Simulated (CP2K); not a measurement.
Runs of CP2K 2026.2 on HfO2. It takes space group P4_2/nmc (No. 137, tetragonal). Conventional cell: a = 3.558 Å, b = 3.558 Å, c = 5.172 Å, α = 90.00°, β = 90.00°, γ = 90.00°. Hf (site symmetry -4m2) has 4 O at 2.05 Å as nearest neighbours. O (site symmetry 2mm) is surrounded by 2 Hf at 2.05 Å. Measurements of this composition are mostly on another form, of space group No. 14.

```csv
level,potentials or basis,smearing,EPS_DEFAULT,NGRIDS,points a segment of the path (NPOINTS),bands added on the path,CUTOFF of the grids,gap on the mesh (eV),pressure (GPa),largest force (eV/Å)
r2SCAN,"POTENTIAL_UZH Hf GTH-SCAN-q12, O GTH-SCAN-q6; TZVP-MOLOPT-SCAN-GTH basis",fermi-dirac 0.05 eV,1.0E-10,5,6,2,850 Ry,5.20,(a),0.27
TB-mBJ,"POTENTIAL_UZH Hf GTH-PBE-q12, O GTH-PBE-q6; TZVP-MOLOPT-PBE-GTH basis",fermi-dirac 0.1 eV,1.0E-9,5,6,2,850 Ry,5.06,-,-
LDA,"GTH_POTENTIALS Hf GTH-PADE-q12, O GTH-PADE-q6; TZVP-MOLOPT-PBE-GTH basis",fermi-dirac 0.05 eV,1.0E-9,4,8,6,600 Ry,4.57,-26.8,0.68
PBEsol,"POTENTIAL_UZH Hf GTH-PBE-q12, O GTH-PBE-q6; TZVP-MOLOPT-PBE-GTH basis",fermi-dirac 0.1 eV,1.0E-9,5,8,6,600 Ry,4.76,(b),0.07
```

Alike in all rows: task band structure; no spin polarisation; cell as given; k mesh 8 × 8 × 5.

Estimate the missing entries.

(a) -4.7; (b) -2.5.

Caveats: spin-orbit coupling is left out, which moves the levels of the heavy elements; the basis of atomic orbitals isn't converged, which shifts pressures, moduli and gaps; the potentials were made for another functional, which shifts forces and pressure (some runs); this is a model potential without an energy functional, so only levels have meaning (some runs); so large a pressure means that the cell lies far from this level's equilibrium, or that cutoff or potentials fall short (some runs).

A k mesh can miss the band edges, and the runs leave out spin-orbit coupling on Hf.
